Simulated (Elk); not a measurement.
## Worked example: self-consistent single point of NaBr (Fm-3m, 2 atoms in the cell) in Elk

Method of the run: Elk 10.2.4 with PBE, all-electron FP-LAPW, Elk's shipped species files, LAPW+lo basis.

This input was run:

```
tasks
  0

xctype
  20

rgkmax
  8.0

gmaxvr
  16.0

nxoapwlo
  1

stype
  3

swidth
  0.000367493

avec
    0.0000000000    5.6020968759    5.6020968759
    5.6020968759    0.0000000000    5.6020968759
    5.6020968759    5.6020968759    0.0000000000

atoms
  2   : nspecies
  'Na.in'   : spfname
  1   : natoms; atposl, bfcmt below
  0.0000000000  0.0000000000  0.0000000000    0.0 0.0 0.0
  'Br.in'   : spfname
  1   : natoms; atposl, bfcmt below
  0.5000000000  0.5000000000  0.5000000000    0.0 0.0 0.0

ngridk
  5 5 5
```

Output (repeated stretches shortened):

```
│ Elk code version 10.2.4 │

All units are atomic (Hartree, Bohr, etc.)

│ Ground-state run starting from atomic densities │

Lattice vectors :
   0.000000000       5.602096876       5.602096876
   5.602096876       0.000000000       5.602096876
   5.602096876       5.602096876       0.000000000

Unit cell volume      :    351.6266959
Brillouin zone volume :   0.7054362377

Muffin-tin inner radius fraction :   0.1000000000E-01

Nuclei treated as point charges

Species :    1 (Na)
 parameters loaded from : Na.in
 name : sodium
 nuclear charge    :   -11.00000000
 electronic charge :    11.00000000
 atomic mass :    41907.78700
 muffin-tin radius :    2.200000000
 number of radial points in muffin-tin :    397
 atomic positions (lattice), magnetic fields (Cartesian) :
   1 :   0.00000000  0.00000000  0.00000000    0.00000000  0.00000000  0.00000000

Species :    2 (Br)
 parameters loaded from : Br.in
 name : bromine
 nuclear charge    :   -35.00000000
 electronic charge :    35.00000000
 atomic mass :    145656.0815
 muffin-tin radius :    2.400000000
 number of radial points in muffin-tin :    497
 atomic positions (lattice), magnetic fields (Cartesian) :
   1 :   0.50000000  0.50000000  0.50000000    0.00000000  0.00000000  0.00000000

Total number of atoms per unit cell :    2

Spin treatment :
 spin-unpolarised

Number of Bravais lattice symmetries :   48
Number of crystal symmetries         :   48
Crystal has inversion symmetry
Real symmetric eigensolver will be used

k-point grid :      5     5     5
k-point offset :    0.000000000       0.000000000       0.000000000
k-point set is reduced with full crystal symmetry group
Total number of k-points :       10

Muffin-tin radius times maximum |G+k| :    8.000000000
 using average radius
Maximum |G+k| for APW functions       :    3.478260870
Maximum (1/2)|G+k|²                   :    6.049149338
Maximum |G| for potential and density :    16.00000000
 potential will be trimmed for |G| > 2 gkmax
Constant for pseudocharge density :   10
Radial integration step length :    4

G-vector grid sizes :     42    42    42
Number of G-vectors :    24309

Maximum angular momentum used for
 APW functions                      :    8
 outer part of muffin-tin           :    6
 inner part of muffin-tin           :    1

Total nuclear charge    :   -46.00000000
Total core charge       :    20.00000000
Total valence charge    :    26.00000000
Total excess charge     :    0.000000000
Total electronic charge :    46.00000000

Effective Wigner radius, rₛ :    1.222020429

Number of empty states         :    8
Total number of valence states :   21
Total number of core states    :   20

Total number of local-orbitals :   23

Exchange-correlation functional :     20     0     0
 Perdew-Burke-Ernzerhof, Phys. Rev. Lett. 77, 3865 (1996)
 gradient requirement :    1
 generalised gradient approximation (GGA)

Smearing type :    3
 Fermi-Dirac
Smearing width :   0.3674930000E-03
Effective electronic temperature (K) :    116.0451112

Mixing type :    3
 Broyden mixing, J. Phys. A: Math. Gen. 17, L317 (1984)

Kohn-Sham potential initialised from atomic data

│ Self-consistent loop started │
│ Loop number : 1 │
 total energy                :     -2774.82950581
│ Loop number : 2 │
 total energy                :     -2774.76582760
RMS change in Kohn-Sham potential (target) :   0.7379178762     (  0.1000000000E-05)
Absolute change in total energy (target)   :   0.6367820918E-01 (  0.1000000000E-03)
│ Loop number : 3 │
 total energy                :     -2772.29175251
RMS change in Kohn-Sham potential (target) :   0.4083283847     (  0.1000000000E-05)
Absolute change in total energy (target)   :    2.489994640     (  0.1000000000E-03)
│ Loop number : 4 │
 total energy                :     -2770.50329124
RMS change in Kohn-Sham potential (target) :   0.1608436611     (  0.1000000000E-05)
Absolute change in total energy (target)   :    2.410959928     (  0.1000000000E-03)
│ Loop number : 5 │
 total energy                :     -2769.70472255
RMS change in Kohn-Sham potential (target) :   0.5097489189E-01 (  0.1000000000E-05)
Absolute change in total energy (target)   :    1.401308681     (  0.1000000000E-03)
│ Loop number : 6 │
 total energy                :     -2769.41902111
RMS change in Kohn-Sham potential (target) :   0.1291576110E-01 (  0.1000000000E-05)
Absolute change in total energy (target)   :   0.6360286014     (  0.1000000000E-03)
│ Loop number : 7 │
 total energy                :     -2769.31847296
RMS change in Kohn-Sham potential (target) :   0.1341527474E-02 (  0.1000000000E-05)
Absolute change in total energy (target)   :   0.2595553049     (  0.1000000000E-03)
│ Loop number : 8 │
 total energy                :     -2769.31211198
RMS change in Kohn-Sham potential (target) :   0.3819333606E-03 (  0.1000000000E-05)
Absolute change in total energy (target)   :   0.7124980758E-01 (  0.1000000000E-03)
│ Loop number : 9 │
 total energy                :     -2769.30910659
RMS change in Kohn-Sham potential (target) :   0.2604689586E-04 (  0.1000000000E-05)
Absolute change in total energy (target)   :   0.2081783968E-01 (  0.1000000000E-03)
│ Loop number : 10 │
 total energy                :     -2769.30855683
RMS change in Kohn-Sham potential (target) :   0.1426335427E-04 (  0.1000000000E-05)
Absolute change in total energy (target)   :   0.5754219965E-02 (  0.1000000000E-03)
│ Loop number : 11 │
 total energy                :     -2769.30788240
RMS change in Kohn-Sham potential (target) :   0.2128154810E-05 (  0.1000000000E-05)
Absolute change in total energy (target)   :   0.2112987591E-02 (  0.1000000000E-03)
│ Loop number : 12 │
 total energy                :     -2769.30784037
RMS change in Kohn-Sham potential (target) :   0.3564669791E-06 (  0.1000000000E-05)
Absolute change in total energy (target)   :   0.5702699659E-03 (  0.1000000000E-03)
│ Loop number : 13 │
 total energy                :     -2769.30783969
RMS change in Kohn-Sham potential (target) :   0.1238653185E-06 (  0.1000000000E-05)
Absolute change in total energy (target)   :   0.1432548593E-03 (  0.1000000000E-03)
│ Loop number : 14 │
 total energy                :     -2769.30783747
RMS change in Kohn-Sham potential (target) :   0.2889537886E-07 (  0.1000000000E-05)
Absolute change in total energy (target)   :   0.3803369418E-04 (  0.1000000000E-03)
Convergence targets achieved

│ Loop number : 15 │

Energies :
 Fermi                       :     0.111042891926E-01
 sum of eigenvalues          :     -1599.68193550
 electron kinetic            :      2835.08492549
 core electron kinetic       :      2548.50363527
 Coulomb                     :     -5497.57132522
 Coulomb potential           :     -4296.01580529
 nuclear-nuclear             :     -275.101029679
 electron-nuclear            :     -6148.92478579
 Hartree                     :      926.454490248
 Madelung                    :     -3349.56342257
 xc potential                :     -138.751055691
 exchange                    :     -104.739968053
 correlation                 :     -2.08146885651
 electron entropic           :    -0.771561604642E-12
 total energy                :     -2769.30783664

Density of states at Fermi energy :   0.2721695283E-06
 (states/Hartree/unit cell)

Estimated indirect band gap :   0.1541865676
 from k-point      1 to k-point      1
Estimated direct band gap   :   0.1541865676
 at k-point      1

Charges :
 core                        :    20.00000000
 valence                     :    26.00000000
 interstitial                :    2.430840051
 muffin-tins (core leakage)
  species :    1 (Na)
   atom    1                 :    10.03203121     (  0.6661338148E-15)
  species :    2 (Br)
   atom    1                 :    33.53712874     (  0.2322214237E-04)
 total in muffin-tins        :    43.56915995
 total calculated charge     :    45.98850093
 total charge                :    46.00000000
 error                       :   0.1149906742E-01

│ Self-consistent loop stopped │
```

The run converged in 15 iterations. The count includes the last loop, which Elk runs after its targets are met.

The starting cell comes from a database of computed structures (which also holds hypothetical and non-ambient phases and stackings), without a prior relaxation at this level. Its lattice was rescaled by a random factor within 2.5 % of one. Values depend on the basis (sphere radii, cutoffs, local orbitals), which need not be converged.
